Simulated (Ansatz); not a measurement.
NaBr (rock salt) is sheared across one {100} plane: the third cell vector gains the shift, so faults repeat every 9.1 Å. The cut lies between planes 3.02 Å apart; the cell height is held.

```yaml
crystal:
  lattice:
    - [4.26808, 0.00000, 0.00000]
    - [0.00000, 4.26808, 0.00000]
    - [2.13404, 2.13404, 9.05397]
  atoms:
    - { symbol: Br, position: [0.00000, 0.00000, 0.83333] }
    - { symbol: Br, position: [0.33333, 0.33333, 0.16667] }
    - { symbol: Br, position: [0.66667, 0.66667, 0.50000] }
    - { symbol: Na, position: [0.50000, 0.50000, 0.83333] }
    - { symbol: Na, position: [0.83333, 0.83333, 0.16667] }
    - { symbol: Na, position: [0.16667, 0.16667, 0.50000] }
```

In-plane vectors a = (4.268, 0.000) Å, b = (0.000, 4.268) Å, area 18.22 Å². The shift is s times the vector a + b (length 6.036 Å), so s = 1 restores the start. Atoms relax along the normal only. γ = [E(shift) − E(0)] / area.

All values below come from PBE (plane waves to 420 eV, PAW, scalar-relativistic; Ansatz, a program for electronic structure). k mesh 7×7×7 (Γ-centred), Fermi-Dirac smearing 0.05 eV. Energies are extrapolated to zero smearing. Faults lie only 9.1 Å apart, and holding the cell height raises γ above its relaxed value. NaBr was relaxed with its symmetry unable to fall. The zero of γ is zero shift.

```
s      γ (mJ/m²)
-----  ---------
0.000          0
0.083         37
0.167        153
0.250        315
0.333   withheld
0.417        558
0.500        592
0.583        558
0.667   withheld
0.750        315
0.833        153
0.917         37
```

Q: Fit a Fourier form (three harmonics of 1 − cos and sin) to the given rows and predict γ at s = 0.333.

A: Least squares on the 10 given rows: γ = (300.7)·[1 − cos(2πs)] + (9.8)·[1 − cos(4πs)] + (-6.1)·[1 − cos(6πs)], in mJ/m²; root-mean-square residual 1.6 mJ/m². At 0.333 the fit gives 466 mJ/m²; the calculation gives 460 mJ/m², so the interpolation is off by 6 (+1.3 %). 

(The slope of γ gives the shear force per area between the displaced halves; near zero shift its curvature is an elastic stiffness.)
